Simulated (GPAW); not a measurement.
# TiO (Pm-3m) in GPAW: reference runs

Aim: a first look at TiO with PBEsol, on the cell as given.

Everything below comes from runs of GPAW 26.7.0. Logs are shortened: lines on timing, memory, paths and dates and some standing lists are left out, and cuts for length are marked. The log counts tension as positive stress, the text compression.

### Step 1. The structure

The structure is cubic, space group Pm-3m (No. 221). The conventional cell has a = 4.087 Å, b = 4.087 Å, c = 4.087 Å, α = 90.00°, β = 90.00°, γ = 90.00°. Around Ti (site symmetry 4/mmm) lie 4 O at 2.04 Å. O (site symmetry 4/mmm) is surrounded by 4 Ti at 2.04 Å.

The cell comes from a database or a generator and needn't be the stable form of this composition.

### Step 2. Single point, PBEsol

run.py reads:

```python
from ase import Atoms
from ase.dft.bandgap import bandgap
from ase.io import write
from ase.units import Bohr, GPa
from gpaw import GPAW, PW, setup_paths
from gpaw.elf import elf_from_dft_calculation

setup_paths.insert(0, '.')

atoms = Atoms(['Ti', 'Ti', 'Ti', 'O', 'O', 'O'],
              cell=[[4.086668, 0.0, 0.0],
                    [0.0, 4.086668, 0.0],
                    [0.0, 0.0, 4.086668]],
              scaled_positions=[[0.5, 0.0, 0.5],
                                [0.0, 0.5, 0.5],
                                [0.5, 0.5, 0.0],
                                [0.0, 0.0, 0.5],
                                [0.5, 0.0, 0.0],
                                [0.0, 0.5, 0.0]],
              pbc=True)

calc = GPAW(mode=PW(800),
            xc='PBEsol',
            kpts={'size': (7, 7, 7), 'gamma': True},
            occupations={'name': 'fermi-dirac', 'width': 0.05},
            nbands=49,
            convergence={'density': 1e-05, 'energy': 1e-05},
            maxiter=150,
            txt='gpaw.txt')
atoms.calc = calc
energy = atoms.get_potential_energy()
forces = atoms.get_forces()
stress = atoms.get_stress()
calc.write('gs.gpw')
write('result.traj', atoms)
print(f'Energy: {energy:.6f} eV')
print('Forces (eV/A):')
print(forces.round(4))
print('Stress (GPa):', (stress / GPa).round(3))
print('Fermi level:', round(calc.get_fermi_level(), 4), 'eV')
print(f'Gap: {bandgap(calc)[0]:.4f} eV, direct: {bandgap(calc, direct=True)[0]:.4f} eV')

# fields on the real-space grid
write('density.cube', atoms, data=calc.get_pseudo_density() * Bohr**3)
write('potential.cube', atoms, data=calc.get_electrostatic_potential())
write('elf.cube', atoms, data=elf_from_dft_calculation(calc).data)
```

Potentials or basis: PAW data sets generated in the run's folder for this functional, pw.

The run is started by

```console
$ gpaw-setup -f PBEsol O Ti
$ OMP_NUM_THREADS=1 python run.py
```

gpaw.txt:

```text
__  _  _
 | _ |_)|_||  |
 |__||  | ||/\| - 26.7.0

Input parameters:
  mode=PW(ecut=800.0),
  convergence={'density': 1e-05, 'energy': 1e-05},
  kpts=MonkhorstPack(size=(7, 7, 7), gamma=True),
  maxiter=150,
  nbands=49,
  occupations=Occupations(name='fermi-dirac', width=0.05),
  xc=XC(name='PBEsol')

Diagonalizing LCAO Hamiltonian
Converting LCAO to pw mode
    .---------.
   /|         |
  / |         |
 *  |         |
 | Ti         |
 |  .---------.
 O O  Tii    /
 |/         /
 *----O----*

Atoms  # Å, Bohr magnetons
|   | symbol |        x |        y |        z |    initial magnetic moments |
|---|--------|----------|----------|----------|-----------------------------|
| 0 |     Ti | 2.043334 | 0.000000 | 2.043334 | ( 0.0000,  0.0000,  0.0000) |
| 1 |     Ti | 0.000000 | 2.043334 | 2.043334 | ( 0.0000,  0.0000,  0.0000) |
| 2 |     Ti | 2.043334 | 2.043334 | 0.000000 | ( 0.0000,  0.0000,  0.0000) |
| 3 |      O | 0.000000 | 0.000000 | 2.043334 | ( 0.0000,  0.0000,  0.0000) |
| 4 |      O | 2.043334 | 0.000000 | 0.000000 | ( 0.0000,  0.0000,  0.0000) |
| 5 |      O | 0.000000 | 2.043334 | 0.000000 | ( 0.0000,  0.0000,  0.0000) |

Unit cell  # Å
| periodic |        x |        y |        z |  lengths |    angles |
|----------|----------|----------|----------|----------|-----------|
|      yes | 4.086668 | 0.000000 | 0.000000 | 4.086668 | 90.000000 |
|      yes | 0.000000 | 4.086668 | 0.000000 | 4.086668 | 90.000000 |
|      yes | 0.000000 | 0.000000 | 4.086668 | 4.086668 | 90.000000 |

Number of symmetries: 48
Symmetry operations  # r_c * U_cc + t_c -> r_c
|    | kind |            matrix            |
|----|------|------------------------------|
|  0 |  E   |  1, 0, 0,  0, 1, 0,  0, 0, 1 |
|  1 |  σ   |  1, 0, 0,  0, 1, 0,  0, 0,-1 |
|  2 |  σ   |  1, 0, 0,  0, 0, 1,  0, 1, 0 |
|  3 |  C4  |  1, 0, 0,  0, 0, 1,  0,-1, 0 |
|  4 |  C4  |  1, 0, 0,  0, 0,-1,  0, 1, 0 |
|  5 |  σ   |  1, 0, 0,  0, 0,-1,  0,-1, 0 |
|  6 |  σ   |  1, 0, 0,  0,-1, 0,  0, 0, 1 |
|  7 |  C2  |  1, 0, 0,  0,-1, 0,  0, 0,-1 |
|  8 |  σ   |  0, 1, 0,  1, 0, 0,  0, 0, 1 |
|  9 |  C2  |  0, 1, 0,  1, 0, 0,  0, 0,-1 |
| 10 |  C3  |  0, 1, 0,  0, 0, 1,  1, 0, 0 |
| 11 |  S6  |  0, 1, 0,  0, 0, 1, -1, 0, 0 |
| 12 |  S6  |  0, 1, 0,  0, 0,-1,  1, 0, 0 |
| 13 |  C3  |  0, 1, 0,  0, 0,-1, -1, 0, 0 |
| 14 |  C4  |  0, 1, 0, -1, 0, 0,  0, 0, 1 |
| 15 |  S4  |  0, 1, 0, -1, 0, 0,  0, 0,-1 |
| 16 |  C3  |  0, 0, 1,  1, 0, 0,  0, 1, 0 |
| 17 |  S6  |  0, 0, 1,  1, 0, 0,  0,-1, 0 |
| 18 |  σ   |  0, 0, 1,  0, 1, 0,  1, 0, 0 |
| 19 |  C4  |  0, 0, 1,  0, 1, 0, -1, 0, 0 |
| 20 |  C2  |  0, 0, 1,  0,-1, 0,  1, 0, 0 |
| 21 |  S4  |  0, 0, 1,  0,-1, 0, -1, 0, 0 |
| 22 |  S6  |  0, 0, 1, -1, 0, 0,  0, 1, 0 |
| 23 |  C3  |  0, 0, 1, -1, 0, 0,  0,-1, 0 |
| 24 |  S6  |  0, 0,-1,  1, 0, 0,  0, 1, 0 |
| 25 |  C3  |  0, 0,-1,  1, 0, 0,  0,-1, 0 |
| 26 |  C4  |  0, 0,-1,  0, 1, 0,  1, 0, 0 |
| 27 |  σ   |  0, 0,-1,  0, 1, 0, -1, 0, 0 |
| 28 |  S4  |  0, 0,-1,  0,-1, 0,  1, 0, 0 |
| 29 |  C2  |  0, 0,-1,  0,-1, 0, -1, 0, 0 |
| 30 |  C3  |  0, 0,-1, -1, 0, 0,  0, 1, 0 |
| 31 |  S6  |  0, 0,-1, -1, 0, 0,  0,-1, 0 |
| 32 |  C4  |  0,-1, 0,  1, 0, 0,  0, 0, 1 |
| 33 |  S4  |  0,-1, 0,  1, 0, 0,  0, 0,-1 |
| 34 |  S6  |  0,-1, 0,  0, 0, 1,  1, 0, 0 |
| 35 |  C3  |  0,-1, 0,  0, 0, 1, -1, 0, 0 |
| 36 |  C3  |  0,-1, 0,  0, 0,-1,  1, 0, 0 |
| 37 |  S6  |  0,-1, 0,  0, 0,-1, -1, 0, 0 |
| 38 |  σ   |  0,-1, 0, -1, 0, 0,  0, 0, 1 |
| 39 |  C2  |  0,-1, 0, -1, 0, 0,  0, 0,-1 |
[... 77 lines left out ...]
    |    d |        |      22.937 |    1.058 |

    Using partial waves for Ti as LCAO basis

  O:
    name:    Oxygen
    Z:       8.0
    valence: 6
    core:    2
    charge:  0.0  # [|e|]
    compensation charges:
      type: gauss
      rc: 0.21  # [Å]
      lmax: 2
    cutoffs:
      filter: 1.17  # [Å]
      core: 0.83  # [Å]
    projectors
    | kind |    occ | energy [eV] | rcut [Å] |
    |------|--------|-------------|----------|
    |   2s |  2.000 |     -23.808 |    0.688 |
    |   2p |  4.000 |      -8.972 |    0.598 |
    |    s |        |       3.404 |    0.688 |
    |    p |        |      18.239 |    0.598 |
    |    d |        |       0.000 |    0.619 |

    Using partial waves for O as LCAO basis

Reference energy: -75695.143753  # eV

eigensolver:
  PPCG
  Converge bands: occupied
  niter=2

density mixing:
  MSR1-Mixer
  Pratt-step length: 0.05
  Maximum mixing coefficient: 0.75
  Old densities: 10
  SVD Regularization: 0.005
  Good broyden scale: 1.0
  Trust region scale: 1.0
  Backstep threshold: 4.0
  History deletion threshold: 6.0
  Fourier metric: weight=20.0, sigma=0.015

occupation numbers:
  Fermi-Dirac:
    width: 0.0500  # eV

poisson solver:
  ecut: 6400.0  # eV

xc functional:
  name: PBEsol with 2 nearest neighbor stencil

convergence criteria:
- Maximum integral of absolute [dens]ity change: 1e-05 electrons / valence electron
- Maximum [total energy] change in last 3 cyles: 1e-05 eV / valence electron
- Maximum integral of absolute [eigenst]ate change: 4e-08 eV^2 / valence electron
maximum number of iterations: 150

SCF iterations
|iter     | |      energy | eigst |  dens |
|---------|-|-------------|-------|-------|
|iter:   1| |  -57.111574 | +0.20 |       |
|iter:   2| |  -55.862804 | -1.61 | -1.01 |
|iter:   3| |  -53.322153 | -0.77 | -1.07 |
|iter:   4| |  -53.145313 | -2.03 | -1.56 |
|iter:   5| |  -53.142848 | -2.70 | -1.82 |
|iter:   6| |  -53.138978 | -3.42 | -2.40 |
|iter:   7| |  -53.138955 | -4.96 | -3.23 |
|iter:   8| |  -53.138957c| -5.82 | -3.68 |
|iter:   9| |  -53.138957c| -7.04 | -4.20 |
|iter:  10| |  -53.138957c| -7.56c| -4.83 |
|iter:  11| |  -53.138957c| -7.95c| -5.72c|

Converged in 11 steps
Energy contributions relative to reference atoms: (reference = -75695.143753)

Energy contributions:
  Kinetic:          45.124521
  Coulomb:         -51.553524
  Zero:              0.816174
  External:          0.000000
  Xc:              -47.506682
  Entropy:          -0.038892
  Spinorbit:         0.000000
  ----------------------------
  Free energy:     -53.158404
  Extrapolated:    -53.138957

dipole moment: (-35.983099, -35.983099, -35.983099)  # |e|*Ang

Fermi level: 8.498
Eigenvalues  # (at kpt = [0.000, 0.000, 0.000])
| band index |      eig [eV] | occ [0-2] |
|------------|---------------|-----------|
|          0 |       -48.471 |     2.000 |
|        ... |               |           |
|         20 |         4.451 |     2.000 |
|         21 |         4.663 |     2.000 |
|         22 |         5.538 |     2.000 |
|         23 |         5.538 |     2.000 |
|         24 |         5.538 |     2.000 |
|         25 |         7.011 |     2.000 |
[... 8 lines left out ...]
|         34 |        11.870 |     0.000 |
|         35 |        11.870 |     0.000 |
|        ... |               |           |
|         48 |        25.871 |     0.000 |

No gap
No difference between direct/indirect transitions

Forces  # eV/Ang
|        x |        y |        z |
|----------|----------|----------|
| -0.00000 | -0.00000 |  0.00000 |  # Ti   0
| -0.00000 |  0.00000 |  0.00000 |  # Ti   1
|  0.00000 |  0.00000 | -0.00000 |  # Ti   2
|  0.00000 |  0.00000 | -0.00000 |  # O    3
| -0.00000 |  0.00000 |  0.00000 |  # O    4
|  0.00000 | -0.00000 |  0.00000 |  # O    5

Stress tensor  # eV/Ang^3
|        x |        y |        z |
|----------|----------|----------|
| 0.044351 | 0.000000 | 0.000000 |
| 0.000000 | 0.044351 | 0.000000 |
| 0.000000 | 0.000000 | 0.044351 |

# Writing to gs.gpw (mode='')
```

stdout:

```text
Energy: -53.138957 eV
Forces (eV/A):
[[-0. -0.  0.]
 [-0.  0.  0.]
 [ 0.  0. -0.]
 [ 0.  0. -0.]
 [-0.  0.  0.]
 [ 0. -0.  0.]]
Stress (GPa): [7.106 7.106 7.106 0.    0.    0.   ]
Fermi level: 8.4981 eV
Gap: 0.0000 eV, direct: 0.0000 eV
```

Wall time 81 s (1 thread of Arm Neoverse V1, shared host); peak memory 0.25 GiB.

What came out:

```
Free energy            : -53.1584 eV
Pressure               : -7.1 GPa
Band gap on the k mesh : none (metal or under the smearing width)
```

Caveat: semilocal functionals often make such compounds metallic where correlation or magnetic order opens a gap, which also shifts bond lengths.
